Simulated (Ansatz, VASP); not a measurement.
**I in VASP and in Ansatz**

INCAR

```
SYSTEM = I
PREC = Accurate
ENCUT = 520
EDIFF = 1E-6
ISMEAR = 0
SIGMA = 0.15
LREAL = .FALSE.
LASPH = .TRUE.
NELM = 100
ALGO = Normal
ISIF = 2
LWAVE = .FALSE.
LCHARG = .FALSE.
GGA = CA
NBANDS = 10
```

KPOINTS

```
Automatic mesh
0
G
  18 18 18
  0 0 0
```

POSCAR

```
I
1.0
    0.0000000000      2.4322718697      3.6984312639
    2.2540311050      0.0000000000      3.6984312639
    2.2540311050      2.4322718697      0.0000000000
I
1
Direct
    0.0000000000      0.0000000000      0.0000000000
```

Input for Ansatz:

```yaml
crystal:
  lattice:
    - [0.0, 2.4322718697, 3.6984312639]
    - [2.254031105, 0.0, 3.6984312639]
    - [2.254031105, 2.4322718697, 0.0]
  atoms:
    - { symbol: I, position: [0.0, 0.0, 0.0] }
basis:
  ecutwfc: 420
kpoints:
  mp_grid: { grid: [18, 18, 18] }
hamiltonian:
  xc: lda
scf:
  occupations: { method: gaussian, width: 0.15 }
output:
  forces: true
  stress: true
  eigenvalues: true
```

Alike in both runs: task single point; functional LDA; k mesh 18 × 18 × 18; occupations gaussian, width 0.15 eV; no spin polarisation.

|  | VASP | Ansatz |
| --- | --- | --- |
| version | VASP 6.6.1 | Ansatz 0.2.0 |
| potentials or method | VASP PAW LDA potentials, release 64 (I) | scalar-relativistic, plane waves, PAW |
| plane-wave cutoff (eV) | 520 | 420 |
| valence electrons in the cell | 7 | 17 |

|  | VASP | Ansatz | Ansatz less VASP |
| --- | --- | --- | --- |
| gap on the k mesh at the Fermi level (eV) | none | none | - |
| pressure (GPa) | -3.8 | -3.8 | 0.00 |
| largest component of the traceless stress (GPa) | 3.21 | 3.21 | +0.002 |

A gap of «none» marks a metal or a gap that the smearing closes. The two sets of potentials don't hold the same shells in valence.

Caveats: an odd number of electrons without spin polarisation forces a metal; a magnetic or distorted state may lie lower. Spin-orbit coupling is left out, which matters for the levels of I.
